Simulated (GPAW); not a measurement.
# BP (F-43m) in GPAW: settings compared

One crystal, BP, is run at these levels: PBE, LDA; tasks: single point.

Program: GPAW 26.7.0. These are calculated values, not measurements. Logs are shortened: lines on timing, memory, paths and dates and some standing lists are left out, and cuts for length are marked. The log counts tension as positive stress, the text compression.

### 1 Starting point

Symmetry: F-43m, No. 216, cubic system. Conventional cell: a = 4.538 Å, b = 4.538 Å, c = 4.538 Å, α = 90.00°, β = 90.00°, γ = 90.00°. P (site symmetry -43m) has 4 B at 1.97 Å as nearest neighbours. B (site symmetry -43m) has 4 P at 1.97 Å as nearest neighbours.

### 2 Single point, PBE

The input, run.py:

```python
from ase.dft.bandgap import bandgap
from ase.io import read, write
from ase.units import GPa
from gpaw import GPAW, PW

atoms = read('POSCAR')

calc = GPAW(mode=PW(550),
            xc='PBE',
            kpts={'size': (8, 8, 8), 'gamma': True},
            occupations={'name': 'fermi-dirac', 'width': 0.01},
            nbands=11,
            convergence={'density': 1e-05, 'energy': 1e-05},
            maxiter=150,
            txt='gpaw.txt')
atoms.calc = calc
energy = atoms.get_potential_energy()
forces = atoms.get_forces()
stress = atoms.get_stress()
calc.write('gs.gpw')
write('result.traj', atoms)
print(f'Energy: {energy:.6f} eV')
print('Forces (eV/A):')
print(forces.round(4))
print('Stress (GPa):', (stress / GPa).round(3))
print('Fermi level:', round(calc.get_fermi_level(), 4), 'eV')
print(f'Gap: {bandgap(calc)[0]:.4f} eV, direct: {bandgap(calc, direct=True)[0]:.4f} eV')
```

The input, POSCAR:

```
BP
1.0
    0.0000000000      2.2690000000      2.2690000000
    2.2690000000      0.0000000000      2.2690000000
    2.2690000000      2.2690000000      0.0000000000
P B
1 1
Direct
    0.7500000000      0.7500000000      0.7500000000
    0.0000000000      0.0000000000      0.0000000000
```

Potentials or basis: GPAW PAW data sets (gpaw-data 1.2.1), pw.

On the command line:

```sh
$ OMP_NUM_THREADS=1 python run.py
```

gpaw.txt:

```text
__  _  _
 | _ |_)|_||  |
 |__||  | ||/\| - 26.7.0

Input parameters:
  mode=PW(ecut=550.0),
  convergence={'density': 1e-05, 'energy': 1e-05},
  kpts=MonkhorstPack(size=(8, 8, 8), gamma=True),
  maxiter=150,
  nbands=11,
  occupations=Occupations(name='fermi-dirac', width=0.01),
  xc=XC(name='PBE')

Diagonalizing LCAO Hamiltonian
Converting LCAO to pw mode

                  P

       B

Atoms  # Å, Bohr magnetons
|   | symbol |        x |        y |        z |    initial magnetic moments |
|---|--------|----------|----------|----------|-----------------------------|
| 0 |      P | 3.403500 | 3.403500 | 3.403500 | ( 0.0000,  0.0000,  0.0000) |
| 1 |      B | 0.000000 | 0.000000 | 0.000000 | ( 0.0000,  0.0000,  0.0000) |

Unit cell  # Å
| periodic |        x |        y |        z |  lengths |    angles |
|----------|----------|----------|----------|----------|-----------|
|      yes | 0.000000 | 2.269000 | 2.269000 | 3.208851 | 60.000000 |
|      yes | 2.269000 | 0.000000 | 2.269000 | 3.208851 | 60.000000 |
|      yes | 2.269000 | 2.269000 | 0.000000 | 3.208851 | 60.000000 |

Number of symmetries: 24
Symmetry operations  # r_c * U_cc + t_c -> r_c
|    | kind |            matrix            |
|----|------|------------------------------|
|  0 |  E   |  1, 0, 0,  0, 1, 0,  0, 0, 1 |
|  1 |  σ   |  1, 0, 0,  0, 0, 1,  0, 1, 0 |
|  2 |  σ   |  1, 0,-1,  0, 1,-1,  0, 0,-1 |
|  3 |  C3  |  1, 0,-1,  0, 0,-1,  0, 1,-1 |
|  4 |  C3  |  1,-1, 0,  0,-1, 1,  0,-1, 0 |
|  5 |  σ   |  1,-1, 0,  0,-1, 0,  0,-1, 1 |
|  6 |  σ   |  0, 1, 0,  1, 0, 0,  0, 0, 1 |
|  7 |  C3  |  0, 1, 0,  0, 0, 1,  1, 0, 0 |
|  8 |  C2  |  0, 1,-1,  1, 0,-1,  0, 0,-1 |
|  9 |  S4  |  0, 1,-1,  0, 0,-1,  1, 0,-1 |
| 10 |  C3  |  0, 0, 1,  1, 0, 0,  0, 1, 0 |
| 11 |  σ   |  0, 0, 1,  0, 1, 0,  1, 0, 0 |
| 12 |  S4  |  0, 0,-1,  1, 0,-1,  0, 1,-1 |
| 13 |  C3  |  0, 0,-1,  0, 1,-1,  1, 0,-1 |
| 14 |  S4  |  0,-1, 1,  1,-1, 0,  0,-1, 0 |
| 15 |  C2  |  0,-1, 1,  0,-1, 0,  1,-1, 0 |
| 16 |  C3  |  0,-1, 0,  1,-1, 0,  0,-1, 1 |
| 17 |  S4  |  0,-1, 0,  0,-1, 1,  1,-1, 0 |
| 18 |  S4  | -1, 1, 0, -1, 0, 1, -1, 0, 0 |
| 19 |  C3  | -1, 1, 0, -1, 0, 0, -1, 0, 1 |
| 20 |  C3  | -1, 0, 1, -1, 1, 0, -1, 0, 0 |
| 21 |  S4  | -1, 0, 1, -1, 0, 0, -1, 1, 0 |
| 22 |  σ   | -1, 0, 0, -1, 1, 0, -1, 0, 1 |
| 23 |  C2  | -1, 0, 0, -1, 0, 1, -1, 1, 0 |

BZ-sampling:
  Number of BZ points: 512
  Number of IBZ points: 29

  Monkhorst-Pack size: [8, 8, 8]
  Monkhorst-Pack shift: [0.0625, 0.0625, 0.0625]

K-points  # in reciprocal-cell coordinates
|     |                                coordinates |     weight |
|-----|--------------------------------------------|------------|
|   0 | (  0.00000000,   0.00000000,   0.00000000) | 0.00195312 |
|   1 | (  0.12500000,   0.12500000,   0.00000000) | 0.01171875 |
|   2 | (  0.12500000,   0.12500000,   0.12500000) | 0.01562500 |
|   3 | (  0.25000000,   0.12500000,   0.12500000) | 0.02343750 |
|   4 | (  0.25000000,   0.25000000,   0.00000000) | 0.01171875 |
|   5 | (  0.25000000,   0.25000000,   0.12500000) | 0.04687500 |
|   6 | (  0.25000000,   0.25000000,   0.25000000) | 0.01562500 |
|   7 | (  0.37500000,   0.25000000,  -0.37500000) | 0.04687500 |
|   8 | (  0.37500000,   0.25000000,   0.12500000) | 0.04687500 |
|   9 | (  0.37500000,   0.25000000,   0.25000000) | 0.04687500 |
| ... |                                            |            |
|  28 | (  0.50000000,   0.50000000,   0.50000000) | 0.00781250 |

Plane wave coefficients: 701
Cutoff: 550.0 eV

Spin-components: 1 (collinear spins)
Bands:           11
Projectors:      10
Spin-degeneracy: 2
Datatype:        complex128

Density:
  Valence electrons: 8.0
  Components: 1
  Grid points: [18 18 18]
  Charge: 0.0  # |e|

Potential:
  Grid points: [18 18 18]

species:
  P:
    name:    Phosphorus
    Z:       15.0
    valence: 5
    core:    10
    charge:  0.0  # [|e|]
    compensation charges:
      type: gauss
      rc: 0.30  # [Å]
      lmax: 2
    cutoffs:
      filter: 1.69  # [Å]
      core: 1.81  # [Å]
    projectors
    | kind |    occ | energy [eV] | rcut [Å] |
    |------|--------|-------------|----------|
    |   3s |  2.000 |     -13.968 |    0.953 |
    |   3p |  3.000 |      -5.506 |    0.953 |
    |    s |        |      13.244 |    0.953 |
    |    p |        |      21.705 |    0.953 |
    |    d |        |       0.000 |    0.953 |

    Using partial waves for P as LCAO basis

  B:
    name:    Boron
    Z:       5.0
    valence: 3
    core:    2
    charge:  0.0  # [|e|]
    compensation charges:
      type: gauss
      rc: 0.20  # [Å]
      lmax: 2
    cutoffs:
      filter: 1.14  # [Å]
      core: 1.38  # [Å]
    projectors
    | kind |    occ | energy [eV] | rcut [Å] |
    |------|--------|-------------|----------|
    |   2s |  2.000 |      -9.443 |    0.635 |
    |   2p |  1.000 |      -3.606 |    0.635 |
    |    s |        |      17.768 |    0.635 |
    |    p |        |      23.605 |    0.635 |
    |    d |        |       0.000 |    0.635 |

    Using partial waves for B as LCAO basis

Reference energy: -9972.403226  # eV

eigensolver:
  PPCG
  Converge bands: occupied
  niter=2

density mixing:
  MSR1-Mixer
  Pratt-step length: 0.05
  Maximum mixing coefficient: 0.75
  Old densities: 10
  SVD Regularization: 0.005
  Good broyden scale: 1.0
  Trust region scale: 1.0
  Backstep threshold: 4.0
  History deletion threshold: 6.0
  Fourier metric: weight=20.0, sigma=0.015

occupation numbers:
  Fermi-Dirac:
    width: 0.0100  # eV

poisson solver:
  ecut: 4400.0  # eV

xc functional:
  name: PBE with 2 nearest neighbor stencil

convergence criteria:
- Maximum integral of absolute [dens]ity change: 1e-05 electrons / valence electron
- Maximum [total energy] change in last 3 cyles: 1e-05 eV / valence electron
- Maximum integral of absolute [eigenst]ate change: 4e-08 eV^2 / valence electron
maximum number of iterations: 150

SCF iterations
|iter     | |      energy | eigst |  dens |
|---------|-|-------------|-------|-------|
|iter:   1| |  -13.495093 | +0.11 |       |
|iter:   2| |  -13.383330 | -2.14 | -0.71 |
|iter:   3| |  -12.887780 | -1.56 | -0.74 |
|iter:   4| |  -12.881784 | -3.02 | -1.43 |
|iter:   5| |  -12.881867 | -4.10 | -1.94 |
|iter:   6| |  -12.881897 | -5.57 | -2.62 |
|iter:   7| |  -12.881897c| -7.22 | -3.72 |
|iter:   8| |  -12.881897c| -8.58c| -4.33 |
|iter:   9| |  -12.881897c| -9.58c| -5.67c|

Converged in 9 steps
Energy contributions relative to reference atoms: (reference = -9972.403226)

Energy contributions:
  Kinetic:          13.603939
  Coulomb:         -11.848953
  Zero:             -0.027854
  External:          0.000000
  Xc:              -14.609028
  Entropy:          -0.000000
  Spinorbit:         0.000000
  ----------------------------
  Free energy:     -12.881897
  Extrapolated:    -12.881897

dipole moment: (-3.344753, -3.344753, -3.344753)  # |e|*Ang

Fermi level: 8.890
Eigenvalues  # (at kpt = [0.000, 0.000, 0.000])
| band index |      eig [eV] | occ [0-2] |
|------------|---------------|-----------|
|          0 |        -7.248 |     2.000 |
|          1 |         8.211 |     2.000 |
|          2 |         8.211 |     2.000 |
|          3 |         8.211 |     2.000 |
|          4 |        11.616 |     0.000 |
|          5 |        11.616 |     0.000 |
|          6 |        11.616 |     0.000 |
|          7 |        15.608 |     0.000 |
|          8 |        19.769 |     0.000 |
|          9 |        20.239 |     0.000 |
|         10 |        20.239 |     0.000 |

Gap: 1.275 eV
Transition (v -> c):
  (s=0, k=0, n=3, [0.00, 0.00, 0.00]) -> (s=0, k=12, n=4, [0.38, 0.38, 0.00])
Direct/indirect transitions are different
Direct gap: 3.405 eV
Transition at: (s=0, k=0, n=3, [0.00, 0.00, 0.00])

Forces  # eV/Ang
|       x |       y |        z |
|---------|---------|----------|
| 0.00000 | 0.00000 | -0.00000 |  # P    0
| 0.00000 | 0.00000 |  0.00000 |  # B    1

Stress tensor  # eV/Ang^3
|         x |         y |         z |
|-----------|-----------|-----------|
| -0.009111 |  0.000000 |  0.000000 |
|  0.000000 | -0.009111 | -0.000000 |
|  0.000000 | -0.000000 | -0.009111 |

# Writing to gs.gpw (mode='')
```

stdout:

```text
Energy: -12.881897 eV
Forces (eV/A):
[[ 0.  0. -0.]
 [ 0.  0.  0.]]
Stress (GPa): [-1.46 -1.46 -1.46 -0.    0.    0.  ]
Fermi level: 8.8903 eV
Gap: 1.2752 eV, direct: 3.4053 eV
```

Run time: 6.6 s. Hardware: 1 thread of Arm Neoverse V1, shared host; peak memory 0.13 GiB.

The run converged, but some of its settings lie outside the range that counts as converged, so its numbers aren't taken as properties of the crystal.

What came out:

```yaml
Free_energy: -12.8819 eV
Pressure: 1.5 GPa
Band_gap_on_the_k_mesh: 1.28 eV, indirect (least direct gap 3.41 eV)
```

Caveat: the cutoff is short for stress and forces, so pressures can be off by a GPa or more.

### 3 Single point, PBE (volume scaled by 1.08)

run.py, as its differences from that of step 2:

```diff
@@ -1,3 +1,4 @@
+from ase import Atoms
 from ase.dft.bandgap import bandgap
-from ase.io import read, write
+from ase.io import write
 from ase.units import GPa
@@ -5,5 +6,11 @@
 
-atoms = read('POSCAR')
+atoms = Atoms(['P', 'B'],
+              cell=[[0.0, 2.3279612538, 2.3279612538],
+                    [2.3279612538, 0.0, 2.3279612538],
+                    [2.3279612538, 2.3279612538, 0.0]],
+              scaled_positions=[[0.75, 0.75, 0.75],
+                                [0.0, 0.0, 0.0]],
+              pbc=True)
 
-calc = GPAW(mode=PW(550),
+calc = GPAW(mode=PW(650),
             xc='PBE',
```

Potentials or basis: GPAW PAW data sets (gpaw-data 1.2.1), pw.

On the command line:

```sh
$ OMP_NUM_THREADS=1 python run.py
```

It took 6.5 s on 1 thread of Arm Neoverse V1, shared host; peak memory 0.13 GiB.

Results (log left out):

- Free energy: -12.8346 eV
- Pressure: -9.8 GPa
- Band gap on the k mesh: 1.37 eV, indirect (least direct gap 3.30 eV)

Levels at points of the mesh, in eV from the valence-band top:
```
           k point  band 1  band 2  band 3  band 4  band 5  band 6  band 7
(0.00, 0.00, 0.00)  -14.79    0.00    0.00    0.00    3.30    3.30    3.30
(0.50, 0.50, 0.00)  -10.33   -8.19   -3.84   -3.84    1.48    1.73   11.39
(0.50, 0.50, 0.50)  -11.75   -8.50   -1.66   -1.66    3.34    4.66    4.66
```

Caveat: the cutoff is short for stress and forces, so pressures can be off by a GPa or more. A k mesh can miss the band edges.

### 4 Single point, LDA

The input, run.py:

```python
from ase.dft.bandgap import bandgap
from ase.io import read, write
from ase.units import GPa
from gpaw import GPAW, PW, setup_paths

setup_paths.insert(0, '.')

atoms = read('POSCAR')

calc = GPAW(mode=PW(650),
            xc='LDA',
            kpts={'size': (8, 8, 8), 'gamma': True},
            occupations={'name': 'fermi-dirac', 'width': 0.01},
            setups={'B': 'jth', 'P': 'jth'},
            nbands=-7,
            convergence={'density': 1e-05, 'energy': 1e-05},
            maxiter=150,
            txt='gpaw.txt')
atoms.calc = calc
energy = atoms.get_potential_energy()
forces = atoms.get_forces()
stress = atoms.get_stress()
calc.write('gs.gpw')
write('result.traj', atoms)
print(f'Energy: {energy:.6f} eV')
print('Forces (eV/A):')
print(forces.round(4))
print('Stress (GPa):', (stress / GPa).round(3))
print('Fermi level:', round(calc.get_fermi_level(), 4), 'eV')
print(f'Gap: {bandgap(calc)[0]:.4f} eV, direct: {bandgap(calc, direct=True)[0]:.4f} eV')
```

POSCAR is that of step 2.

Potentials or basis: JTH PAW 2.0, LDA, pw.

On the command line:

```sh
$ OMP_NUM_THREADS=1 python run.py
```

It took 5.4 s on 1 thread of Arm Neoverse V1, shared host; peak memory 0.13 GiB.

It converged, with:

| Property | Result |
| --- | --- |
| Free energy | -14.4825 eV |
| Pressure | -5.6 GPa |
| Band gap on the k mesh | 1.22 eV, indirect (least direct gap 3.38 eV) |

Levels at points of the mesh, in eV from the valence-band top:
```
           k point  band 1  band 2  band 3  band 4  band 5  band 6  band 7
(0.00, 0.00, 0.00)  -15.40    0.00    0.00    0.00    3.38    3.38    3.38
(0.50, 0.50, 0.00)  -10.58   -8.49   -4.11   -4.11    1.31    1.56   11.94
(0.50, 0.50, 0.50)  -12.07   -9.01   -1.75   -1.75    3.76    4.68    4.68
```

Caveat: the cutoff is short for stress and forces, so pressures can be off by a GPa or more; the program truncates these outside data sets. Expect the measured gap to be larger: semilocal functionals such as LDA lack the derivative discontinuity.
